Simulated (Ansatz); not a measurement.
# Rh(111) with 4 layers of random Rh-Ru, 2x2: scattering by chemical disorder, part 2 of 2

Aim: the residual resistivity of a random alloy, from Rh(111) with 4 layers of random Rh-Ru, 2x2 and longer regions.

Ansatz 0.2.0; Ansatz plane-wave DFT, PBE, PAW files; ballistic transport by layer matching (Landauer), zero bias; PAW set soft_1.

So far. Step 3 (With 8 alloy layers): Over the solved energies the transmission per spin lies between 3.84 and 3.88, out of 7 channels of the lead on average (up to 7.2).

### Step 4. With 12 alloy layers

In 12 layers a share of 0.5 of the sites is given to Ru at random. A fresh draw is used; the growth of the resistance with length is what counts.

System of this step: Rh(111) with 12 layers of random Rh-Ru, 2x2. The cell holds 72 atoms: 48 Rh and 24 Ru. Cell: a = 5.378 Å, b = 5.378 Å, c = 39.523 Å, α = 90.0°, β = 90.0°, γ = 120.0°. It derives from Rh. Regions: lead, 24 atoms (24 Rh); scattering region, 48 atoms (24 Ru and 24 Rh). The structure is stacked along c, and the current runs across the ab planes.

Input file input.yaml:

```yaml
crystal:
  lattice:
    - [5.3783955991, 0.0, 0.0]
    - [-2.6891977995, 4.6578272204, 0.0]
    - [0.0, 0.0, 39.5229745576]
  atoms:
    - { symbol: Rh, position: [0.0, 0.0, 0.0277777778] }
    - { symbol: Rh, position: [0.0, 0.5, 0.0277777778] }
    - { symbol: Rh, position: [0.5, 0.0, 0.0277777778] }
    - { symbol: Rh, position: [0.5, 0.5, 0.0277777778] }
    - { symbol: Rh, position: [0.1666666667, 0.3333333333, 0.0833333333] }
    - { symbol: Rh, position: [0.1666666667, 0.8333333333, 0.0833333333] }
    - { symbol: Rh, position: [0.6666666667, 0.3333333333, 0.0833333333] }
    - { symbol: Rh, position: [0.6666666667, 0.8333333333, 0.0833333333] }
    - { symbol: Rh, position: [0.3333333333, 0.1666666667, 0.1388888889] }
    - { symbol: Rh, position: [0.3333333333, 0.6666666667, 0.1388888889] }
    - { symbol: Rh, position: [0.8333333333, 0.1666666667, 0.1388888889] }
    - { symbol: Rh, position: [0.8333333333, 0.6666666667, 0.1388888889] }
    - { symbol: Ru, position: [0.0, 0.0, 0.1944444444] }
    - { symbol: Rh, position: [0.0, 0.5, 0.1944444444] }
    - { symbol: Ru, position: [0.5, 0.0, 0.1944444444] }
    - { symbol: Ru, position: [0.5, 0.5, 0.1944444444] }
    - { symbol: Ru, position: [0.1666666667, 0.3333333333, 0.25] }
    - { symbol: Rh, position: [0.1666666667, 0.8333333333, 0.25] }
    - { symbol: Ru, position: [0.6666666667, 0.3333333333, 0.25] }
    - { symbol: Rh, position: [0.6666666667, 0.8333333333, 0.25] }
    - { symbol: Rh, position: [0.3333333333, 0.1666666667, 0.3055555556] }
    - { symbol: Rh, position: [0.3333333333, 0.6666666667, 0.3055555556] }
    - { symbol: Rh, position: [0.8333333333, 0.1666666667, 0.3055555556] }
    - { symbol: Rh, position: [0.8333333333, 0.6666666667, 0.3055555556] }
    - { symbol: Ru, position: [0.0, 0.0, 0.3611111111] }
    - { symbol: Ru, position: [0.0, 0.5, 0.3611111111] }
    - { symbol: Rh, position: [0.5, 0.0, 0.3611111111] }
    - { symbol: Rh, position: [0.5, 0.5, 0.3611111111] }
    - { symbol: Ru, position: [0.1666666667, 0.3333333333, 0.4166666667] }
    - { symbol: Ru, position: [0.1666666667, 0.8333333333, 0.4166666667] }
    - { symbol: Rh, position: [0.6666666667, 0.3333333333, 0.4166666667] }
    - { symbol: Rh, position: [0.6666666667, 0.8333333333, 0.4166666667] }
    - { symbol: Ru, position: [0.3333333333, 0.1666666667, 0.4722222222] }
    - { symbol: Ru, position: [0.3333333333, 0.6666666667, 0.4722222222] }
    - { symbol: Ru, position: [0.8333333333, 0.1666666667, 0.4722222222] }
    - { symbol: Ru, position: [0.8333333333, 0.6666666667, 0.4722222222] }
    - { symbol: Rh, position: [0.0, 0.0, 0.5277777778] }
    - { symbol: Ru, position: [0.0, 0.5, 0.5277777778] }
    - { symbol: Rh, position: [0.5, 0.0, 0.5277777778] }
    - { symbol: Ru, position: [0.5, 0.5, 0.5277777778] }
    - { symbol: Ru, position: [0.1666666667, 0.3333333333, 0.5833333333] }
    - { symbol: Ru, position: [0.1666666667, 0.8333333333, 0.5833333333] }
    - { symbol: Ru, position: [0.6666666667, 0.3333333333, 0.5833333333] }
    - { symbol: Rh, position: [0.6666666667, 0.8333333333, 0.5833333333] }
    - { symbol: Rh, position: [0.3333333333, 0.1666666667, 0.6388888889] }
    - { symbol: Rh, position: [0.3333333333, 0.6666666667, 0.6388888889] }
    - { symbol: Rh, position: [0.8333333333, 0.1666666667, 0.6388888889] }
    - { symbol: Ru, position: [0.8333333333, 0.6666666667, 0.6388888889] }
    - { symbol: Rh, position: [0.0, 0.0, 0.6944444444] }
    - { symbol: Rh, position: [0.0, 0.5, 0.6944444444] }
    - { symbol: Rh, position: [0.5, 0.0, 0.6944444444] }
    - { symbol: Rh, position: [0.5, 0.5, 0.6944444444] }
    - { symbol: Rh, position: [0.1666666667, 0.3333333333, 0.75] }
    - { symbol: Ru, position: [0.1666666667, 0.8333333333, 0.75] }
    - { symbol: Ru, position: [0.6666666667, 0.3333333333, 0.75] }
    - { symbol: Ru, position: [0.6666666667, 0.8333333333, 0.75] }
    - { symbol: Rh, position: [0.3333333333, 0.1666666667, 0.8055555556] }
    - { symbol: Rh, position: [0.3333333333, 0.6666666667, 0.8055555556] }
    - { symbol: Ru, position: [0.8333333333, 0.1666666667, 0.8055555556] }
    - { symbol: Ru, position: [0.8333333333, 0.6666666667, 0.8055555556] }
    - { symbol: Rh, position: [0.0, 0.0, 0.8611111111] }
    - { symbol: Rh, position: [0.0, 0.5, 0.8611111111] }
    - { symbol: Rh, position: [0.5, 0.0, 0.8611111111] }
    - { symbol: Rh, position: [0.5, 0.5, 0.8611111111] }
    - { symbol: Rh, position: [0.1666666667, 0.3333333333, 0.9166666667] }
    - { symbol: Rh, position: [0.1666666667, 0.8333333333, 0.9166666667] }
    - { symbol: Rh, position: [0.6666666667, 0.3333333333, 0.9166666667] }
    - { symbol: Rh, position: [0.6666666667, 0.8333333333, 0.9166666667] }
    - { symbol: Rh, position: [0.3333333333, 0.1666666667, 0.9722222222] }
    - { symbol: Rh, position: [0.3333333333, 0.6666666667, 0.9722222222] }
    - { symbol: Rh, position: [0.8333333333, 0.1666666667, 0.9722222222] }
    - { symbol: Rh, position: [0.8333333333, 0.6666666667, 0.9722222222] }
kpoints:
  mp_grid: { grid: [5, 5, 1] }
hamiltonian:
  xc: pbe
  pseudopotentials: { kind: paw, azcp: { folder: soft_1 } }
scf:
  occupations: { method: fermi_dirac, width: 0.1 }
output:
  transmission:
    leads: [[0, 4]]
    kmesh: [10, 10]
    e_range: [-0.05, 0.05]
    de: 0.05
  write_potential: true
  write_density: true
  volumetric_format: npy
```

Launch:

```
ansatz run input.yaml --threads 4 --pin off --max-ram 15360MiB --backend cpu --events-out ev --progress --plain --runs-dir out
```

Numbers of over 12 decimals in the logs are rounded to 6 here.

The log of the run:

```text
[...]
Crystal: 72 atoms, lattice volume = 990.115 Å³
Basis set: ecut = 420 eV, 19231 PW (Γ)
Bands: 720, of which v1, the nominal top of the filled ones, is band 600 counted from 1 (599 counted from 0)
Symmetry: 1 space group operations
[...]
k-points: 13 of 25 (time reversal used)
[...]
SCF iter   1: F=—  HF=-448472.028490 eV  |F-HF|=—  |Δ(HF+E_count)|=         —  Δρ=1.25e-1  dr2=6.06e2  ethr=3.10e-3  ⟨swp⟩=5.0  Hψ=27875  notcnv=0  defer=43
[...]
SCF iter  10: F=-448429.864243 eV  HF=-448429.864243 eV  |F-HF|=5.55e-8  |Δ(HF+E_count)|=   2.65e-8  Δρ=1.34e-6  dr2=6.25e-8  ethr=8.33e-12  ⟨swp⟩=7.8  Hψ=24605  notcnv=0
SCF 1 converged in 10 iterations: F = -448429.864243 eV  dr2 = 6.25e-8
[...]
transmission: 376 of 3744 steps passed
transmission: 751 of 3744 steps passed
[...]
transmission: 3744 of 3744 steps passed
SCF converged after 10 iterations
Free energy (F): -448429.864243 eV
[...]
Internal energy: -448427.172043 eV  (E = F + TS)
E sigma→0 (E₀):  -448428.518143 eV
Entropy (-TS):   -2.692201 eV (-37.392 meV/atom)
Fermi energy:    22.576761 eV
[...]
--- Band table (eV; the first three rows and the last of 13) ---
  k-point 0: bands = [... 596 lower, 23.2307, 23.2396, 23.2425, 23.2479, 23.2578, 23.2681, 23.2826, 23.2857, ... 116 higher]
  k-point 1: bands = [... 596 lower, 22.8907, 22.9082, 22.9323, 22.9391, 22.9572, 22.9782, 22.9940, 23.0168, ... 116 higher]
  k-point 2: bands = [... 596 lower, 22.1931, 22.2164, 22.2404, 22.2516, 22.2575, 22.2715, 22.2809, 22.3069, ... 116 higher]
  k-point 12: bands = [... 596 lower, 22.5218, 22.5334, 22.5525, 22.5739, 22.5995, 22.6217, 22.6381, 22.6435, ... 116 higher]
--- Transmission ---
  basis      : 211 plane waves across, 72 finite elements along
  points     : 52, standing for a mesh of 10 x 10
[...]
channels       : 7.200000e0 a spin
[...]
junction   : crystal 0 to crystal 0, 0.70 to 38.03 Å
    transmission   : 3.294907e0 a spin
[...]
```

It took 8.9 min on 4 threads of Intel Xeon Platinum 8559C (Emerald Rapids), shared host; peak memory 9.6 GiB; 33 min of CPU time.

This step gave:

```
free energy                                   : -448429.8642 eV
energy at zero smearing                       : -448428.5181 eV
Fermi energy                                  : 22.58 eV
transmission per spin nearest the Fermi level : 3.295
step of the lead's potential                  : 21.1 meV
```

Per spin. Table of transmission, zone mean by energy, zero at the Fermi level:

```tsv
energy (eV)	transmission, zone mean
-0.0500	3.29
0.0000	3.29
0.0500	3.25
```

Over the solved energies the transmission per spin lies between 3.25 and 3.29, out of 7 channels of the lead on average (up to 7.2).

### Step 5. Resistance against length

This step: Ansatz plane-wave DFT, PBE, PAW files; ballistic transport by layer matching (Landauer), zero bias; residual resistivity from the slope of the area resistance, atoms on the host's lattice; PAW set soft_1 (Ansatz 0.2.0).

Numbers from this step:

- resistivity: 16.15 µΩ cm
- intercept: 0.09658 fΩ m²
- scatter about the fit: 0.002850 fΩ m²

Resistance, by row:

```tsv
run	length (Å)	T	channels N	RA (fΩ m²)
n4	8.783	4.604	7	0.2404
n8	17.57	3.858	7	0.3762
n12	26.35	3.28	7	0.524
```

The area resistance by length of the alloy:

```tsv
length of the alloy (Å)	area resistance (fΩ m²)
8.78	0.240
17.57	0.376
26.35	0.524
```

The area resistance goes from 0.24 to 0.52 fΩ m² between 8.8 and 26.3 Å, a slope of 16 µΩ cm.

By hand from the end points: (0.5240 − 0.2404) fΩ m² / (26.35 − 8.78) Å = 16 µΩ cm, since 1 fΩ m² per Å is 1000 µΩ cm.

### Step 6. Results

| Item | Value |
| --- | --- |
| resistivity from the slope | 16.1 µΩ cm |
| area resistance over 8.78 Å | 0.240 fΩ m² |
| area resistance over 17.6 Å | 0.376 fΩ m² |
| area resistance over 26.3 Å | 0.524 fΩ m² |

In words: The slope gives 16 µΩ cm. The points scatter by 0.0028 fΩ m² about the line, with one random draw a length in a 2x2 cell, so the slope is a rough value. Read with a model of isotropic scattering on a spherical Fermi surface and the lead's 2.2×10¹⁵ S/m², this slope means a mean free path near 22 Å (a rough figure, since the alloy's own channel count differs); over these lengths the model's slope is 1.03 times its bulk resistivity, which would be 16 µΩ cm. The atoms sit on the host's lattice, so scattering by size misfit is left out. With 50 % of Ru, whose own structure is another, this is a hypothetical phase.

[Logs are printed without paths, hosts, clocks, repeated set-up lines and the standing remarks that a program may print on its own settings, such as how far it seeks lower states.]

[Hosts, paths, dates, database ids (printed as entryN), source tags and the programs' standing remarks are cut or masked in the printed files.]
